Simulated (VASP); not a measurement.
Here is a VASP 6.6.1 calculation.

INCAR

```
SYSTEM = C
PREC = Accurate
ENCUT = 520
EDIFF = 1E-7
ISMEAR = 0
SIGMA = 0.05
LREAL = .FALSE.
LASPH = .TRUE.
NELM = 100
ALGO = Normal
ISIF = 2
LWAVE = .FALSE.
LCHARG = .FALSE.
LDIPOL = .TRUE.
IDIPOL = 3
DIPOL = 0.5 0.5 0.500
GGA = PS
NBANDS = 16
LVHAR = .TRUE.
LVACPOTAV = .TRUE.
```

The input KPOINTS:

```
regular mesh
0
G
  24 24 1
  0 0 0
```

POSCAR

```
C                                       
1.0
    2.4609509622     -0.0000000000     -0.0000000000
    1.2304754811      2.1312460463     -0.0000000000
   -0.0000000000     -0.0000000000     21.3718067255
  C             
     4
Direct
     0.0000000000000000    0.0000000000000000    0.4157176535568986
     0.6666666670000012    0.6666666670000012    0.4157280006411448
     0.6666666670000012    0.6666666670000012    0.5838548284320003
     0.3333333329999988    0.3333333329999988    0.5838657292699532
```

Potentials or basis: VASP PAW PBE potentials, release 64 (C).

Launch:

```bash
$ cat potpaw_PBE.64/C/POTCAR > POTCAR
$ mpirun -np 1 vasp_std > vasp.out
```

Problem. Predict the ionisation potential of the upper face.

Solution. 4.33 eV.

Problem. Predict the band gap on the k mesh.

Solution. 0.00 eV, direct.

 PBEsol gaps usually lie below the measured ones, often by a third to a half.
